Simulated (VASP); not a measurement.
An input for Ansatz (written as the equivalent of a VASP run, and not itself run):

Ansatz 0.2 input:
```yaml
crystal:
  lattice:
    - [3.6097300, 0.0000000, 0.0000000]
    - [-1.8048650, 3.1261180, 0.0000000]
    - [0.0000000, 0.0000000, 3.8546400]
  atoms:
    - { symbol: Li, position: [0.0000000, 0.0000000, 0.5000000] }
    - { symbol: Li, position: [0.3333330, 0.6666670, 0.0000000] }
    - { symbol: Li, position: [0.6666670, 0.3333330, 0.0000000] }
    - { symbol: N, position: [0.0000000, 0.0000000, 0.0000000] }
kpoints:
  mp_grid: { grid: [11, 11, 9] }
hamiltonian:
  xc: revpbe
  pseudopotentials: { kind: paw }
scf:
  occupations: { method: gaussian, width: 0.01 }
  max_iter: 100
relax:
  max_steps: 50
  f_tol: 0.01
output: { forces: true, stress: true, eigenvalues: true }
```

**Question.** Translate this input to VASP (INCAR, KPOINTS, POSCAR, choice of POTCAR).

**Answer.** One answer among several that fit: 
### INCAR
```
SYSTEM = Li3N
PREC = Accurate
ENCUT = 400
EDIFF = 1E-6
NELM = 100
ALGO = Normal
LREAL = .FALSE.
LASPH = .TRUE.
ISMEAR = 0
SIGMA = 0.01
GGA = RE
LWAVE = .FALSE.
LCHARG = .FALSE.
ISIF = 2
IBRION = 2
NSW = 50
EDIFFG = -0.01
```

### POSCAR
```
Li3N
1
    3.6097300000     0.0000000000     0.0000000000
   -1.8048650000     3.1261180000     0.0000000000
    0.0000000000     0.0000000000     3.8546400000
Li N
3 1
Direct
  0.0000000000   0.0000000000   0.5000000000
  0.3333330000   0.6666670000   0.0000000000
  0.6666670000   0.3333330000   0.0000000000
  0.0000000000   0.0000000000   0.0000000000
```

KPOINTS:
```
Automatic mesh
0
G
  11 11 9
```

POTCAR, in this order: Li_sv N (PBE.64 set). Program: vasp_std.

What does not carry over: each code has its own PAW files, so the cut-off isn't converted (ENCUT is set for VASP's; basis.ecutwfc is left out, and Ansatz then takes the one that its files recommend); Ansatz stops its SCF on the density residual and VASP on the energy change (EDIFF).

The structure comes from a computed database's Li3N entry; how it stands against other phases isn't given here. The cell was not relaxed at this level. The run is one of a series of settings (EDIFFG = -0.01, IBRION = 2, NSW = 50 against the base run), some of them coarse on purpose.
